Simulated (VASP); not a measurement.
## Pt: single point with PBEsol

Crystal: Pt.

```
CELL_PARAMETERS angstrom
2.79600 0.00000 0.00000
-1.39800 2.42141 0.00000
0.00000 0.00000 5.14100
ATOMIC_POSITIONS crystal
Pt 0.66667 0.33333 0.75000
Pt 0.33333 0.66667 0.25000
```

The cell isn't the ideal one: strained and moved within a subgroup.

| Property | Result |
| --- | --- |
| Program | VASP 6.6.1 |
| Task | single point |
| Functional | PBEsol |
| Potentials or basis | VASP PAW PBE potentials, release 64 (Pt) |
| Cutoff | 520 eV |
| k mesh | 15 × 15 × 8 |
| Occupations | gaussian, width 0.1 eV |
| Spin | no spin polarisation |

```json
{
  "Pressure": "-25.6 GPa",
  "Band gap on the k mesh": "none (metal or under the smearing width)"
}
```

Stress tensor (GPa, compression positive):
```
-24.65   0.00   0.00
  0.00 -24.65   0.00
  0.00   0.00 -27.42
```

Levels at points of the mesh, in eV from the Fermi level:
```csv
k point,band 8,band 9,band 10,band 11,band 12,band 13
"(0.00, 0.00, 0.00)",-1.16,-1.16,-0.63,-0.10,-0.10,3.45
"(0.00, 0.00, 0.50)",-2.91,-0.54,-0.54,-0.54,-0.54,10.03
```

Wall time 54 s on 1 thread of Intel(R) Xeon(R) Platinum 8488C (Sapphire Rapids), on a shared host, peak memory 0.2 GiB.

Caveat: so large a pressure means that the cell lies far from this level's equilibrium, or that cutoff or potentials fall short; the potentials were made for another functional, which shifts forces and pressure. Spin-orbit coupling is left out, which matters for the levels of Pt.
